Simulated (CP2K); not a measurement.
## NiO in CP2K: the effect of functional

The system is NiO.

```
CELL_PARAMETERS angstrom
3.22943 0.00000 0.00000
1.61471 2.79676 0.00000
1.61471 0.93225 2.63681
ATOMIC_POSITIONS crystal
Ni 0.00000 0.00000 0.00000
O 0.25000 0.25000 0.25000
```

Measurements of this composition are mostly on another form, of space group No. 225.

Alike in all runs:

| Property | Result |
| --- | --- |
| Program | CP2K 2026.2 |
| Potentials or basis | GTH_POTENTIALS Ni GTH-PBE-q18; POTENTIAL_UZH O GTH-PBE-q6; TZVP-MOLOPT-SR-GTH, TZVP-MOLOPT-PBE-GTH basis |
| Density cutoff | 13606 eV |
| k mesh | 10 × 10 × 10 |
| Occupations | fermi-dirac, width 0.05 eV |
| Spin | collinear spin, ferromagnetic start |
| Starting moments | [2.0, 0.0] μB |

Q: One run gave: pressure -13.2 GPa. Which functional did it use?
A. rev-vdW-DF2
B. PBEsol
C. PBE
D. BLYP
E. PW91

A: B.

```tsv
functional	pressure (GPa)
PBE	-6.5
LDA	-18.6
PBEsol	-13.2
rev-vdW-DF2	-9.5
BLYP	-0.9
PW91	-7.2
r2SCAN	-11.6
```

Caveats: the basis of atomic orbitals isn't converged, which shifts pressures, moduli and gaps; the total moment is fixed, so each spin has its own Fermi level; a cell with one magnetic atom can't hold antiferromagnetic order, which such compounds often take; the potentials were made for another functional, which shifts forces and pressure (some runs).
